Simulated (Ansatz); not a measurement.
**Structure relaxation of SnTe**

Theory: DFT PBE, scalar-relativistic, plane waves, PAW (Ansatz).

SnTe was placed on the sites of a reported ZrBr cell (R-3m, No. 166), with Sn in place of Zr, Te in place of Br, at a guessed volume.

The final relaxation ran on this input, with the default PAW datasets:

```yaml
crystal:
  lattice:
    - [2.168051876, 1.2517253343, 9.4826946448]
    - [-2.168051876, 1.2517253343, 9.4826946448]
    - [0.0, -2.5034506685, 9.4826946448]
  atoms:
    - { symbol: Sn, position: [0.2060173262, 0.2060173262, 0.2060173262] }
    - { symbol: Sn, position: [0.7939826738, 0.7939826738, 0.7939826738] }
    - { symbol: Te, position: [0.4049810198, 0.4049810198, 0.4049810198] }
    - { symbol: Te, position: [0.5950189802, 0.5950189802, 0.5950189802] }
basis:
  ecutwfc: 420
kpoints:
  mp_grid: { grid: [12, 12, 12] }
hamiltonian:
  xc: pbe
scf:
  occupations: { method: gaussian, width: 0.02 }
output:
  forces: true
  stress: true
  eigenvalues: true
  write_density: true
  write_potential: true
  elf: true
  volumetric_format: npy
relax:
  adjacent_minimum: "off"
  f_tol: 0.01
  max_steps: 80
  cell: { stress_tol: 0.05 }
```

Launched as:

```bash
ansatz run input.yaml --threads 1 --pin off --max-ram 2560MiB --backend cpu --events-out ev --progress --plain --runs-dir out
```

The run took 9.1 min on 1 thread of Arm Neoverse V1, on a shared host, peak memory 0.95 GiB.

The program printed at the end:

```
SCF converged after 5 iterations
Free energy (F): -26009.329649 eV
Harris-Foulkes:  -26009.329649 eV  (|F-HF|=0.00e0)
Internal energy: -26009.329649 eV  (E = F + TS)
E sigma→0 (E₀):  -26009.329649 eV
Fermi energy:    7.394606 eV
--- Per-component energies (eV) ---
  E_band       = -849.402333
  E_kinetic    = 730.881399
  E_local      = -5603.243627  (includes V_loc(G=0)·N_el)
  E_nonlocal   = -685.354165
  E_hartree    = 3286.889807
  E_xc         = -1012.685419
  E_vxc        = -398.531344  (∫ρ·V_xc dr)
  E_paw        = -17595.089461  (= ΣΔE_a)
  E_vpaw       = -1466.933911  (= ΣTr[D̂ρ^β])
  E_aug_tail   = -0.000390  (compensation charges beyond the density's cutoff)
  E_ewald      = -5130.727793
  E_smearing   =  0.000000  (= −TS)
  E_closure    =  0.000000  (closes the sum)
  Σ components = -26009.329649   (vs F -26009.329649, Δ=0.00e0)
--- Forces (eV/Å), atoms counted from 1 ---
  atom   1  Sn     0.00000000     0.00000000     0.00016470
  atom   2  Sn     0.00000000     0.00000000    -0.00016470
  atom   3  Te     0.00000000     0.00000000    -0.00000682
  atom   4  Te     0.00000000     0.00000000     0.00000682
  max |Σ_I F_I| component: 5.78e-19 eV/Å
--- Stress (GPa, compression-positive) ---
        0.001417       0.000000       0.000000
        0.000000       0.001417       0.000000
        0.000000       0.000000      -0.004279
  P = ⅓ Tr σ = -0.0005 GPa (-0.005 kbar)
--- Relaxed structure (7 steps of the walk, 7 accepted, 1 SCFs on fresh bases) ---
  F+E_penalty+E_count = -26009.32964851 eV   max|allowed force component| = 1.647e-4 eV/Å   (the final SCF, on the basis selected at the relaxed cell)
  cell:  # Å, volume = 150.9759 Å³
    - [2.168954, 1.252246, 9.264374]
    - [-2.168954, 1.252246, 9.264374]
    - [0.000000, -2.504493, 9.264374]
  atoms:
    - { symbol: Sn, position: [0.207210, 0.207210, 0.207210] }
    - { symbol: Sn, position: [0.792790, 0.792790, 0.792790] }
    - { symbol: Te, position: [0.402410, 0.402410, 0.402410] }
    - { symbol: Te, position: [0.597590, 0.597590, 0.597590] }
```

Absolute energies hang on the potentials; compare differences alone.

The result has space group R-3m (No. 166). Sn has 3 Te at 2.96 Å and 3 Sn at 3.37 Å; Te has 3 Sn at 2.96 Å.

Against the elements it lies at -0.247 eV/atom. The zero of energy is the elements' standard structures at the same level; no fitted shifts are applied.

No dispersion correction is applied, so the spacing between layers, chains or molecules is poorly fixed, and with it the volume and density. Spin–orbit coupling is left out.

A structure relaxed within its symmetry needn't be a true minimum.